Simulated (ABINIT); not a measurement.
Wanted: the native input for an ABINIT 10.8.3 (patched build) run.

```
Task                                            : single point
Functional                                      : PBEsol
Potentials or basis                             : JTH PAW PBE v2.0
Cutoff                                          : 408 eV
k mesh                                          : 10 × 10 × 10
Occupations                                     : fermi-dirac, width 0.05 eV
Spin                                            : collinear spin, ferromagnetic start
Starting moments                                : [2.0] μB
Fine-grid cutoff                                : 816.342 eV
Exchange and correlation inside the PAW spheres : full angular mesh (pawxcdev 0, this build's default; the released program takes 1)
```

Crystal: V.

```xyz
1
Lattice="-1.5144 1.5144 1.5144 1.5144 -1.5144 1.5144 1.5144 1.5144 -1.5144" Properties=species:S:1:pos:R:3 pbc="T T T"
V     0.0000    0.0000    0.0000
```

These files were run (other wordings do the same):

run.abi

```
# Pseudopotentials
pp_dirpath "./"
pseudos "V.GGA_PBE-JTH.xml"

# Structure
acell 4.9566214992 4.9566214992 4.9566214992
rprim
    -0.5773502692     0.5773502692     0.5773502692
     0.5773502692    -0.5773502692     0.5773502692
     0.5773502692     0.5773502692    -0.5773502692
ntypat 1
znucl 23
natom 1
typat 1
xred
     0.0000000000     0.0000000000     0.0000000000

# Plane-wave basis
ecut 408.170794 eV
pawecutdg 30.0

# k points
kptopt 1
ngkpt 10 10 10
nshiftk 1
shiftk 0.0 0.0 0.0

# Exchange and correlation
ixc -116133

# Bands and occupations
nband 11
occopt 3
tsmear 0.00183747

# Spin
nsppol 2
spinat
     0.0000000000     0.0000000000     2.0000000000

# SCF cycle
nstep 100
tolvrs 1.0e-9

# Output
iomode 3
prtwf 0
prteig 0
prtebands 0
prtden 1
prtvha 1
prtvclmb 1
prtpot 1
```

Potentials or basis: JTH PAW PBE v2.0.

Run with:

```sh
$ abinit run.abi > log 2>&1
```

It gave:

```yaml
Pressure: -10.6 GPa
Band_gap_on_the_k_mesh: none (metal or under the smearing width)
Net_moment: 0.00 μB per cell
Valence_electrons_inside_the_program's_atomic_spheres: V 11.20 (radii [1.1698] Å)
```

Caveat: the PAW data sets were made with another functional, which shifts forces and pressure a little.

It took 13 s on 1 thread of Arm Neoverse V2, with other jobs on the host, peak memory 0.11 GiB.
